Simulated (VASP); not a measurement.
# Al (Fm-3m) in VASP: a series of runs

Runs on Al. Level: LDA. Tasks: single point.

All numbers are computed with VASP 6.6.1; they aren't measurements. Logs are shortened: lines on timing, memory, paths and dates and some standing lists are left out, and cuts for length are marked.

### Step 1. The undisturbed crystal

It takes space group Fm-3m (No. 225, cubic). The conventional cell has a = 4.050 Å, b = 4.050 Å, c = 4.050 Å, α = 90.00°, β = 90.00°, γ = 90.00°. Al (site symmetry m-3m) is surrounded by 12 Al at 2.86 Å.

### Step 2. Single point, LDA (grid = ENCUT=350 dk=0.35 cell=3x3x3 ISMEAR=1 SIGMA=0.1 LREAL=Auto EDIFF=0.0001)

Contents of INCAR:

```
PREC     = Accurate       # precision mode
ENCUT    = 350            # plane-wave cutoff, eV
EDIFF    = 1E-4           # SCF threshold, eV
ISMEAR   = 1              # smearing method
SIGMA    = 0.1            # smearing width, eV
LREAL    = Auto         
LASPH    = T              # aspherical terms in the spheres
NELM     = 120            # most SCF steps
ALGO     = Fast           # electronic algorithm
ISIF     = 2              # what is computed and relaxed
LWAVE    = F              # write WAVECAR
LCHARG   = F              # write CHGCAR
NBANDS   = 66             # bands
```

Contents of KPOINTS:

```
regular mesh
0
Gamma
  3 3 3
```

Contents of POSCAR:

```
Al
1.0
    0.0000000000      6.0744150000      6.0744150000
    6.0744150000      0.0000000000      6.0744150000
    6.0744150000      6.0744150000      0.0000000000
Al
27
Direct
    0.0000000000      0.0000000000      0.0000000000
    0.0000000000      0.0000000000      0.3333333333
    0.0000000000      0.0000000000      0.6666666667
    0.0000000000      0.3333333333      0.0000000000
    0.0000000000      0.3333333333      0.3333333333
    0.0000000000      0.3333333333      0.6666666667
    0.0000000000      0.6666666667      0.0000000000
    0.0000000000      0.6666666667      0.3333333333
    0.0000000000      0.6666666667      0.6666666667
    0.3333333333      0.0000000000      0.0000000000
    0.3333333333      0.0000000000      0.3333333333
    0.3333333333      0.0000000000      0.6666666667
    0.3333333333      0.3333333333      0.0000000000
    0.3333333333      0.3333333333      0.3333333333
    0.3333333333      0.3333333333      0.6666666667
    0.3333333333      0.6666666667      0.0000000000
    0.3333333333      0.6666666667      0.3333333333
    0.3333333333      0.6666666667      0.6666666667
    0.6666666667      0.0000000000      0.0000000000
    0.6666666667      0.0000000000      0.3333333333
    0.6666666667      0.0000000000      0.6666666667
    0.6666666667      0.3333333333      0.0000000000
    0.6666666667      0.3333333333      0.3333333333
    0.6666666667      0.3333333333      0.6666666667
    0.6666666667      0.6666666667      0.0000000000
    0.6666666667      0.6666666667      0.3333333333
    0.6666666667      0.6666666667      0.6666666667
```

Potentials or basis: VASP PAW LDA potentials, release 64 (Al).

The run is started by

```console
$ cat potpaw_LDA.64/Al/POTCAR > POTCAR
$ mpirun -np 1 vasp_std > vasp.out
```

OUTCAR:

```text
PREC = Accurate
   ENCUT = 350
   EDIFF = 1E-4
   ISMEAR = 1
   LREAL = Auto
   LASPH = T
   NELM = 120
   ISIF = 2

 Found      4 irreducible k-points:

 Following reciprocal coordinates:
            Coordinates               Weight
  0.000000  0.000000  0.000000      1.000000
  0.333333  0.000000  0.000000      8.000000
  0.333333  0.333333  0.000000      6.000000
 -0.333333  0.333333  0.000000     12.000000
   k-points           NKPTS =      4   k-points in BZ     NKDIM =      4   number of bands    NBANDS=     66
   number of dos      NEDOS =    301   number of ions     NIONS =     27
   total plane-waves  NPLWV = 157464
   dimension x,y,z NGX =    54 NGY =   54 NGZ =   54
   dimension x,y,z NGXF=   108 NGYF=  108 NGZF=  108
   ions per type =              27
   NGX,Y,Z   is equivalent  to a cutoff of  10.45, 10.45, 10.45 a.u.
   NGXF,Y,Z  is equivalent  to a cutoff of  20.90, 20.90, 20.90 a.u.
 SYSTEM =  unknown system
   PREC   = accura    normal or accurate (medium, high low for compatibility)
   ISTART =      0    job   : 0-new  1-cont  2-samecut
   ICHARG =      2    charge: 1-file 2-atom 10-const
   ISPIN  =      1    spin polarized calculation?
   LNONCOLLINEAR =      F non collinear calculations
   LSORBIT =      F    spin-orbit coupling
   LASPH  =      T    aspherical Exc in radial PAW
   ENCUT  =  350.0 eV  25.72 Ry    5.07 a.u.  13.10 13.10 13.10*2*pi/ulx,y,z
   NELM   =    120;   NELMIN=  2; NELMDL= -5     # of ELM steps
   EDIFF  = 0.1E-03   stopping-criterion for ELM
   LREAL  =      T    real-space projection
   EDIFFG = 0.1E-02   stopping-criterion for IOM
   NSW    =      0    number of steps for IOM
   IBRION =     -1    ionic relax: 0-MD 1-quasi-New 2-CG
   NFREE  =      0    steps in history (QN), initial steepest desc. (CG)
   ISIF   =      2    stress and relaxation
   ISYM   =      2    0-nonsym 1-usesym 2-fastsym
   POTIM  = 0.5000    time-step for ionic-motion
   TEBEG  =    0.0;   TEEND  =   0.0 temperature during run
   PSTRESS=    0.0 pullay stress
   NELECT =      81.0000    total number of electrons
   NUPDOWN=      -1.0000    fix difference up-down
   EMIN   =  10.00;   EMAX   =-10.00  energy-range for DOS
   EFERMI =   0.00;   METHOD = LEGACY
   ISMEAR =     1;   SIGMA  =   0.10  broadening in eV -4-tet -1-fermi 0-gaus
   EFERMI_NEDOS =   21; number of points for ismear=-14 and -15
   IALGO  =     68    algorithm
   IMIX   =      4    mixing-type and parameters
     AMIX     =   0.40;   BMIX     =  1.00
     AMIX_MAG =   1.60;   BMIX_MAG =  1.00
  volume/ion in A,a.u.               =      16.60       112.04
  Fermi-wavevector in a.u.,A,eV,Ry     =   0.925526  1.748991 11.654733  0.856599
  Thomas-Fermi vector in A             =   2.051390
   LORBIT       =      0    0 simple, 1 ext, 2 COOP (PROOUT), +10 PAW based schemes
   GGA     = CA    functional components
   LHFCALC =     F    Hartree Fock is set to
   AEXX    =    0.0000 exact exchange contribution
   IVDW    =     0    specifies the selected vdW correction
   LEPSILON=     F    determine dielectric tensor
   LRPA    =     F    only Hartree local field effects (RPA)
 non-spin polarized calculation
 RMM-DIIS sequential band-by-band and
 Methfessel and Paxton  Order N= 1 SIGMA  =   0.10
  energy-cutoff  :      350.00
  volume of cell :      448.27
 maximum number of plane-waves:      6663
 NGX is ok and might be reduce to    54
   NGX = 27   NGY = 27   NGZ = 27

 number of electron      80.9999999 magnetization

 Free energy of the ion-electron system (eV)
  ---------------------------------------------------
  ext. energy  EPLUGINS =         0.00000000
  ---------------------------------------------------
  free energy    TOTEN  =      -112.11208943 eV

  energy without entropy =     -112.07645841  energy(sigma->0) =     -112.10021242

 E-fermi :   7.7140     XC(G=0): -10.3202

 val. band max:        7.5843094267   @ k =   0.3333   0.3333   0.0000
 cond. band min:       7.7391081745   @ k =  -0.3333   0.3333   0.0000
 fundamental gap:      0.1547987478
 Fermi energy:         7.7140127056

 k-point     1 :       0.0000    0.0000    0.0000
  band No.  band energies     occupation
      1      -3.3297      2.00000
      2      -0.3590      2.00000
      3      -0.3590      2.00000
      4      -0.3590      2.00000
      5      -0.3590      2.00000
      6      -0.3590      2.00000
[... 44 lines left out ...]
     51       8.0797     -0.00000
     52       8.2177     -0.00000

 k-point     2 :       0.3333    0.0000    0.0000
  band No.  band energies     occupation
      1      -2.9965      2.00000
      2      -2.0016      2.00000
      3      -0.6861      2.00000
      4      -0.6861      2.00000
      5      -0.6861      2.00000
      6      -0.3594      2.00000
[... 44 lines left out ...]
     51       9.6813     -0.00000
     52       9.6813     -0.00000

 k-point     3 :       0.3333    0.3333    0.0000
  band No.  band energies     occupation
      1      -2.8856      2.00000
      2      -1.5617      2.00000
      3      -1.2327      2.00000
      4      -1.2327      2.00000
      5      -1.2327      2.00000
      6      -1.2327      2.00000
[... 44 lines left out ...]
     51       9.7438      0.00000
     52       9.7438      0.00000

 k-point     4 :      -0.3333    0.3333    0.0000
  band No.  band energies     occupation
      1      -2.4429      2.00000
      2      -2.1118      2.00000
      3      -2.1118      2.00000
      4      -1.1232      2.00000
      5      -1.1232      2.00000
      6       0.1842      2.00000
[... 44 lines left out ...]
     51       9.4621     -0.00000
     52       9.4621     -0.00000
 [bands above 52 left out]

------------------------ aborting loop because EDIFF is reached ----------------------------------------

  FORCE on cell =-STRESS in cart. coord.  units (eV):
  Direction    XX          YY          ZZ          XY          YZ          ZX
  --------------------------------------------------------------------------------------
  -------------------------------------------------------------------------------------
  Total       -9.6467658     -9.6467658     -9.6467658     -0.0000000     -0.0000000     -0.0000000
  in kB      -34.4785460    -34.4785460    -34.4785460     -0.0000000     -0.0000000     -0.0000000
  external PRESSURE =     -34.4785460 kB  Pullay stress =       0.0000000 kB

 VOLUME and BASIS-vectors are now :
 -----------------------------------------------------------------------------
  energy-cutoff  :      350.00
  volume of cell :      448.27
      direct lattice vectors                 reciprocal lattice vectors
     0.000000000  6.074415000  6.074415000    -0.082312453  0.082312453  0.082312453
     6.074415000  0.000000000  6.074415000     0.082312453 -0.082312453  0.082312453
     6.074415000  6.074415000  0.000000000     0.082312453  0.082312453 -0.082312453

 POSITION                                       TOTAL-FORCE (eV/Angst)
 -----------------------------------------------------------------------------------
      0.00000      0.00000      0.00000         0.000000     -0.000000     -0.000000
      2.02480      2.02480      0.00000         0.000000     -0.000000     -0.000000
      4.04961      4.04961      0.00000        -0.000000      0.000000      0.000000
      2.02480      0.00000      2.02480         0.000000      0.000000     -0.000000
      4.04961      2.02480      2.02480         0.000000     -0.000000     -0.000000
      6.07442      4.04961      2.02480         0.000000     -0.000000      0.000000
[... 19 lines left out ...]
      6.07442      6.07442      8.09922        -0.000000     -0.000000     -0.000000
      8.09922      8.09922      8.09922         0.000000      0.000000      0.000000
 -----------------------------------------------------------------------------------
    total drift:                               -0.000000     -0.000000     -0.000000

  FREE ENERGIE OF THE ION-ELECTRON SYSTEM (eV)
  ---------------------------------------------------
  free  energy   TOTEN  =      -112.1120894286 eV

  energy  without entropy=     -112.0764584073  energy(sigma->0) =     -112.10021242
```

Run time: 76 s. Hardware: 1 thread of Intel Xeon Platinum 8259CL at 2.50GHz (Skylake/Cascade Lake), shared host; peak memory 0.28 GiB.

These settings aren't checked as converged: the numbers below hold their error.

Results:

```
Free energy            : -112.1121 eV
Pressure               : -3.4 GPa
Band gap on the k mesh : none (metal or under the smearing width)
```

### Step 3. Single point, LDA (grid = ENCUT=500 dk=0.35 cell=3x3x3 ISMEAR=1 SIGMA=0.1 LREAL=Auto EDIFF=1e-06)

Changes to INCAR since step 2:

```diff
@@ -1,4 +1,4 @@
 PREC     = Accurate       # precision mode
-ENCUT    = 350            # plane-wave cutoff, eV
-EDIFF    = 1E-4           # SCF threshold, eV
+ENCUT    = 500            # plane-wave cutoff, eV
+EDIFF    = 1E-6           # SCF threshold, eV
 ISMEAR   = 1              # smearing method
```

KPOINTS is that of step 2.

POSCAR is that of step 2.

Potentials or basis: VASP PAW LDA potentials, release 64 (Al).

The run is started by

```console
$ cat potpaw_LDA.64/Al/POTCAR > POTCAR
$ mpirun -np 1 vasp_std > vasp.out
```

It took 2.2 min on 1 thread of Intel Xeon Platinum 8259CL at 2.50GHz (Skylake/Cascade Lake), shared host; peak memory 0.41 GiB.

The run converged, but some of its settings lie outside the range that counts as converged, so its numbers aren't taken as properties of the crystal.

Results:

```yaml
Free_energy: -112.1290 eV
Pressure: -3.4 GPa
Band_gap_on_the_k_mesh: none (metal or under the smearing width)
```

### Step 4. Single point, LDA (grid = ENCUT=600 dk=0.27 cell=3x3x3 ISMEAR=1 SIGMA=0.1 LREAL=Auto EDIFF=1e-06)

Contents of INCAR:

```
SYSTEM = Al26Cu
PREC = Accurate
ENCUT = 600
EDIFF = 1E-6
ISMEAR = 1
SIGMA = 0.1
LREAL = Auto
LASPH = .TRUE.
NELM = 120
ALGO = Fast
ISIF = 2
LWAVE = .FALSE.
LCHARG = .FALSE.
NBANDS = 72
```

Contents of KPOINTS:

```
Automatic mesh
0
G
  4 4 4
  0 0 0
```

Changes to POSCAR since step 3:

```diff
@@ -1,2 +1,2 @@
-Al
+Al26Cu
 1.0
@@ -5,4 +5,4 @@
     6.0744150000      6.0744150000      0.0000000000
-Al
-27
+Cu Al
+1 26
 Direct
```

Potentials or basis: VASP PAW LDA potentials, release 64 (Cu, Al).

The run is started by

```console
$ cat potpaw_LDA.64/Cu/POTCAR potpaw_LDA.64/Al/POTCAR > POTCAR
$ mpirun -np 1 vasp_std > vasp.out
```

Run time: 9.8 min. Hardware: 1 thread of Intel Xeon Platinum 8559C (Emerald Rapids), shared host; peak memory 0.6 GiB.

These settings aren't checked as converged: the numbers below hold their error.

What came out:

| Quantity | Value |
| --- | --- |
| Free energy | -113.2759 eV |
| Pressure | -4.7 GPa |
| Largest force | 0.210 eV/Å |
| Band gap on the k mesh | none (metal or under the smearing width) |

### Step 5. Single point, LDA (grid = ENCUT=350 dk=0.9 cell=3x3x3 ISMEAR=1 SIGMA=0.1 LREAL=Auto EDIFF=1e-06)

Changes to INCAR since step 4:

```diff
@@ -2,3 +2,3 @@
 PREC = Accurate
-ENCUT = 600
+ENCUT = 350
 EDIFF = 1E-6
```

Contents of KPOINTS:

```
Automatic mesh
0
G
  1 1 1
  0 0 0
```

POSCAR is that of step 4.

The run is started by

```console
$ cat potpaw_LDA.64/Cu/POTCAR potpaw_LDA.64/Al/POTCAR > POTCAR
$ mpirun -np 1 vasp_std > vasp.out
```

Run time: 46 s. Hardware: 1 thread of Intel Xeon Platinum 8559C (Emerald Rapids), shared host; peak memory 0.28 GiB.

These settings aren't checked as converged: the numbers below hold their error.

What came out:

| Quantity | Value |
| --- | --- |
| Free energy | -98.6580 eV |
| Pressure | -7.1 GPa |
| Largest force | 0.200 eV/Å |
| Band gap on the k mesh | none (metal or under the smearing width) |

Caveat: the cutoff is under 1.25 times the usual one of these potentials, so pressure, stress and relaxed cells hold a basis-set (Pulay) error.
